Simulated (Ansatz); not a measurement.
# 3-layer Ga2SSe (AB) in a perpendicular field, part 2 of 2

What dipole does a perpendicular field induce in the 3-layer Ga2SSe (AB), and does the gap follow? A positive field points along +c.

Ansatz 0.2.0; plane-wave DFT, PBE-D3(BJ), Ansatz PAW.

So far, gap, the smaller of path and mesh (eV): step 3 (atoms held, field 0, start network) 1.39; step 5 (field -0.03 V/Å) 1.42; step 6 (field 0.15 V/Å) 1.15; step 7 (field 0.25 V/Å) 0.956; step 8 (field -0.25 V/Å) 1.52.

### 10. Field on, atoms free, field 0.1 V/Å

This step: plane-wave DFT, PBE-D3(BJ), Ansatz PAW (Ansatz 0.2.0).

Now the atoms may follow the field. A weak field makes forces of meV/Å to tens of meV/Å, so the force tolerance is set well below the usual one.

Contents of input.yaml:

```yaml
crystal:
  lattice:
    - [3.6824247705, 0.0, 0.0]
    - [-1.8412123852, 3.1890733987, 0.0]
    - [0.0, 0.0, 38.3569694374]
  atoms:
    - { symbol: Se, position: [0.3333333333, 0.6666666667, 0.2346379323] }
    - { symbol: Ga, position: [0.0, 0.0, 0.2664680197] }
    - { symbol: Ga, position: [0.0, 0.0, 0.330257596] }
    - { symbol: S, position: [0.3333333333, 0.6666666667, 0.3575068678] }
    - { symbol: Se, position: [0.6666666667, 0.3333333333, 0.4383055697] }
    - { symbol: Ga, position: [0.3333333333, 0.6666666667, 0.4700429565] }
    - { symbol: Ga, position: [0.3333333333, 0.6666666667, 0.5338054985] }
    - { symbol: S, position: [0.6666666667, 0.3333333333, 0.5610350552] }
    - { symbol: Se, position: [0.3333333333, 0.6666666667, 0.6425052181] }
    - { symbol: Ga, position: [0.0, 0.0, 0.6742208958] }
    - { symbol: Ga, position: [0.0, 0.0, 0.7380165077] }
    - { symbol: S, position: [0.3333333333, 0.6666666667, 0.7653620677] }
kpoints:
  mp_grid: { grid: [12, 12, 1] }
hamiltonian:
  xc: pbe
  dispersion: d3bj
scf:
  occupations: { method: fermi_dirac, width: 0.02585 }
  convergence: { dr2_threshold: 1.0e-10 }
efield:
  axis: 3
  dipole_correction: true
  ramp_position: 0.9674
  ramp_width: 0.0613
  amplitude: 0.1
relax:
  f_tol: 0.001
  max_steps: 60
output:
  write_potential: true
  write_density: true
  volumetric_format: npy
```

Started as:

```sh
$ ansatz run input.yaml --threads 4 --pin off --max-ram 12288MiB --backend cpu --events-out ev --progress --plain --runs-dir out
```

Wall time 64 s (4 threads of Intel Xeon Platinum 8488C (Sapphire Rapids), shared host); peak memory 1.5 GiB; 4.1 min of CPU time.

No atom moved by 0.005 Å in the relaxation.

Numbers from this step:

| Quantity | Value |
| --- | --- |
| gap on the k-mesh | 1.242 eV |
| dipole along the normal | 0.08247 e·Å |

The relaxation took 4 steps and lowered the energy by 9.3e-5 eV; the largest force on the free atoms ends at 1.6e-4 eV/Å.

The dipole is 0.0825 e·Å, 0.130 e·Å from its value without field, and the gap on the mesh 1.242 eV.

### 11. Relaxing in the field, field -0.1 V/Å

The opposite sign, again from the field-free geometry; the difference of the two cancels what relaxes without a field.

Changes to input.yaml since step 10:

```diff
@@ -31,3 +31,3 @@
   ramp_width: 0.0613
-  amplitude: 0.1
+  amplitude: -0.1
 relax:
```

The job ended after 50 s (4 threads; peak memory 1.5 GiB; 3.2 min of CPU time).

Hardly anything moved in the relaxation; the energy changed by under 0.2 meV an atom.

This step gave:

* gap on the k-mesh: 1.495 eV
* dipole along the normal: -0.1771 e·Å

The relaxation took 3 steps and lowered the energy by 1.0e-4 eV; the largest force on the free atoms ends at 6.5e-4 eV/Å.

The dipole is -0.177 e·Å, -0.130 e·Å from its value without field, and the gap on the mesh 1.495 eV.

### 12. Response, atoms relaxed

This step: plane-wave DFT, PBE-D3(BJ), Ansatz PAW; response to a field along the normal, atoms relaxed (Ansatz 0.2.0).

The same analysis on the two relaxed runs holds the ionic part too; their mesh is coarser, so small differences from the held value can come from that.

Numbers from this step:

```yaml
equivalent_conductor_thickness_p_eps_0ae: 20.00 Å
```

Table of dipole of the cell by applied field:

```
applied field (V/Å)  dipole of the cell (e·Å)
            -0.1000                    -0.177
             0.1000                    0.0825
```

Local field over the applied field, running mean. From the potentials at -0.1 and 0.1 V/Å; running mean over 2.5 Å. The local field over applied field by z:

```
z (Å)  local field over applied field
    5                           0.995
    6                           0.962
    7                           0.788
    8                           0.501
    9                           0.144
   10                          0.0130
   11                          0.0501
   12                          0.0243
   13                          0.0418
   14                           0.224
   15                           0.368
   16                           0.320
   17                           0.101
   18                          0.0312
   19                          0.0356
   20                          0.0153
   21                          0.0940
   22                           0.302
   23                           0.339
   24                           0.293
   25                           0.120
   26                          0.0382
   27                          0.0257
   28                          0.0276
   29                           0.159
   30                           0.485
   31                           0.661
   32                           0.932
   33                           0.992
```

The induced electron density oscillates, so the rows of the table below give means over windows of 1 Å about each position, cut where the curve ends. Its maxima inside the range that stand out by 2 % of the span (Å: e/Å³ per V/Å): 8.8: 0.0093, 10.4: 0.0471, 12.9: 0.0589, 16.6: 0.0232, 17.5: -0.0129, 18.2: 0.0297, 20.7: 0.0415, 24.4: 0.0447, 25.4: -0.0121, 26.1: 0.00974, 28.6: 0.0236. Its minima: 9.9: -0.0509, 12.5: -0.0543, 14.5: -0.00394, 17.0: -0.0243, 17.8: -0.0348, 20.3: -0.0334, 22.3: -0.00629, 24.9: -0.0434, 25.6: -0.0160, 28.1: -0.0119, 30.1: -0.0102.

Electrons, planar mean, per unit field. Induced electron density against z; means over each step:

```
z (Å)  induced electron density (e/Å³ per V/Å)
    5                                   2.6e-5
    6                                   2.1e-4
    7                                  0.00135
    8                                  0.00390
    9                                  -8.6e-4
   10                                  -0.0112
   11                                   0.0102
   12                                  -0.0171
   13                                   0.0187
   14                                  -8.3e-4
   15                                 -0.00121
   16                                  0.00753
   17                                 -0.00606
   18                                 -0.00296
   19                                  0.00234
   20                                  -0.0127
   21                                   0.0166
   22                                 -0.00356
   23                                  -2.4e-4
   24                                   0.0185
   25                                  -0.0170
   26                                 -0.00125
   27                                   2.0e-4
   28                                 -0.00124
   29                                  0.00709
   30                                 -0.00706
   31                                 -0.00293
   32                                  -3.6e-4
   33                                  -4.0e-5
```

The induced dipole is that of a conductor 20.00 Å thick.

### 13. A changed input

This step: plane-wave DFT, PBE-D3(BJ), Ansatz PAW (Ansatz 0.2.0).

An input spoilt on purpose, to show how the run answers: it repeats the earlier run at 0.03 V/Å with efield.axis from 3 to 2, and scf.max_iter set to 100.

Changes to input.yaml since step 11:

```diff
@@ -19,3 +19,6 @@
 kpoints:
-  mp_grid: { grid: [12, 12, 1] }
+  mp_grid: { grid: [18, 18, 1] }
+  band_path:
+    path: [[0, 0, 0], [0.5, 0, 0], [0.33333333, 0.33333333, 0], [0, 0, 0]]
+    npoints: 16
 hamiltonian:
@@ -26,11 +29,9 @@
   convergence: { dr2_threshold: 1.0e-10 }
+  max_iter: 100
 efield:
-  axis: 3
+  axis: 2
   dipole_correction: true
-  ramp_position: 0.9674
-  ramp_width: 0.0613
-  amplitude: -0.1
-relax:
-  f_tol: 0.001
-  max_steps: 60
+  ramp_position: 0.97
+  ramp_width: 0.06
+  amplitude: 0.03
 output:
```

Wall time 1.1 s (4 threads); peak memory 1.5 GiB.

The program refused the input before any cycle.

The program's message: “Error: efield: ion 1 (Ga) at fractional coordinate 0.0000 along the field axis lies inside the sawtooth ramp with 2 of the planes that the density is read on at each end, [0.8900, 0.1100] — the ramp m …”

The fault put into the input: the field along an axis without vacuum.

### 14. Varying the input

Another changed input: it repeats the earlier run at 0.03 V/Å with scf.eigensolver.kind to davidson and basis.precision to f64.

Changes to input.yaml since step 13:

```diff
@@ -29,5 +29,5 @@
   convergence: { dr2_threshold: 1.0e-10 }
-  max_iter: 100
+  eigensolver: { kind: davidson }
 efield:
-  axis: 2
+  axis: 3
   dipole_correction: true
@@ -40 +40,3 @@
   volumetric_format: npy
+basis:
+  precision: f64
```

Run time: 1.8 min. Hardware: 4 threads; peak memory 1.9 GiB; 7.2 min of CPU time.

This step gave:

```yaml
gap_on_the_k_mesh: 1.346 eV
dipole_along_the_normal: -0.008943 e·Å
gap_along_the_path: 1.344 eV
smallest_direct_gap_along_the_path: 1.364 eV
gap_the_smaller_of_path_and_mesh: 1.344 eV
```

The electronic bands at the labelled points (eV, zero at the Fermi level of the run, which the smearing sets inside the gap):

```
  point  band 69  band 70  band 71  band 72  band 73  band 74  band 75  band 76
      Γ    -1.34    -1.15    -1.15    -0.72     0.64     1.09     1.48     1.84
halfway    -1.92    -1.71    -1.38    -1.06     1.41     1.67     1.80     2.00
      M    -2.74    -2.50    -2.50    -2.20     0.71     0.97     1.07     1.30
halfway    -2.69    -2.65    -2.44    -2.21     1.31     1.55     1.68     1.84
      K    -2.79    -2.74    -2.46    -2.37     1.13     1.28     1.68     2.07
halfway    -2.64    -1.74    -1.46    -1.15     2.02     2.17     2.28     2.49
      Γ    -1.34    -1.15    -1.15    -0.72     0.64     1.09     1.48     1.84
```

```
                               quantity   this run  earlier run  difference
          dipole along the normal (e·Å)  -0.008943    -0.008939     -4.3e-6
                gap along the path (eV)      1.344        1.344      2.0e-6
smallest direct gap along the path (eV)      1.364        1.364      2.0e-6
                 gap on the k-mesh (eV)      1.346        1.346      1.1e-6
```

Nothing in the table moves by 0.01 in its unit (for the dipole 0.5 % and 5e-5 e·Å). The run took 17 SCF cycles against 15.

On this path the gap is indirect, 1.34 eV, with the valence top between K and Γ and the conduction bottom at Γ. The least direct gap is 1.36 eV.

### 15. What came out

```
gap without field                             : 1.39 eV
ionisation energy, upper face                 : 5.85 eV
electron affinity, upper face                 : 4.47 eV
step between the vacuum levels                : 0.729 eV
equivalent conductor thickness, atoms held    : 19.7 Å
equivalent conductor thickness, atoms relaxed : 20.0 Å
```

**Reading.** The induced dipole equals that of a perfect conductor 19.70 Å thick, while the outer atoms lie 20.36 Å apart; an out-of-plane ε follows only once a thickness t is chosen, by 1 − 1/ε = 19.70 Å / t. The two faces differ: the vacuum level above lies 0.73 eV higher than the one below. The gap goes from 1.39 eV to 1.52 eV at -0.25 V/Å. Letting the atoms follow the field adds 0.30 Å to the equivalent conductor thickness: the ionic part of the response. With the field reversed the gap is 0.96 eV at 0.25 V/Å. Semilocal functionals give gaps that are too small, and excitons are not included. Spin-orbit coupling is left out.

[Logs are printed without paths, hosts, clocks, repeated set-up lines and the standing remarks that a program may print on its own settings, such as how far it seeks lower states.]

[Hosts, paths, dates, database ids (printed as entryN), source tags and the programs' standing remarks are cut or masked in the printed files.]

[Maps of the electrostatic potential energy from Ansatz leave out the sawtooth potential of an applied field or a dipole correction, so their vacuum need not be flat; planar profiles and work functions include it.]
